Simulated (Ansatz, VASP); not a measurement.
One calculation of C, two programs

```
C
1.0
     0.00000    1.78337    1.78337
     1.78337    0.00000    1.78337
     1.78337    1.78337    0.00000
C
2
Direct
  0.75000 0.75000 0.75000
  0.50000 0.50000 0.50000
```

This isn't the form of C at room conditions, which is graphite.

Alike in both runs: task single point; functional PBEsol; k mesh 13 × 13 × 13; occupations fermi-dirac, width 0.05 eV; no spin polarisation.

```csv
,VASP,Ansatz
version,VASP 6.6.1,Ansatz 0.2.0
potentials or method,"VASP PAW PBE potentials, release 64 (C)",Ansatz PAW
plane-wave cutoff (eV),520,420
valence electrons in the cell,8,8
```

Ansatz gave:

```
gap on the k mesh at the Fermi level (eV) : 4.02
least direct gap on the mesh (eV)         : 5.54
pressure (GPa)                            : -4.8
```

What did VASP give for the same quantities?

gap on the k mesh at the Fermi level (eV): 4.01; least direct gap on the mesh (eV): 5.54; pressure (GPa): -3.8.

With one functional, cell and mesh, what is left measures potentials, basis and numerics.

Caveats: the PAW data sets were made with another functional, which shifts forces and pressure a little (VASP); an odd mesh through Γ misses points on the zone boundary, where band edges often lie (VASP); odd divisions of the mesh miss points on the zone boundary, where band edges often lie, so the gap on the mesh can be too wide (Ansatz); the pressure holds a Pulay correction of +1.0 GPa for the finite cutoff (Ansatz); the PAW data sets come from PBE, with cores solved anew for the run's functional, which leaves a small shift of forces and pressure (Ansatz).
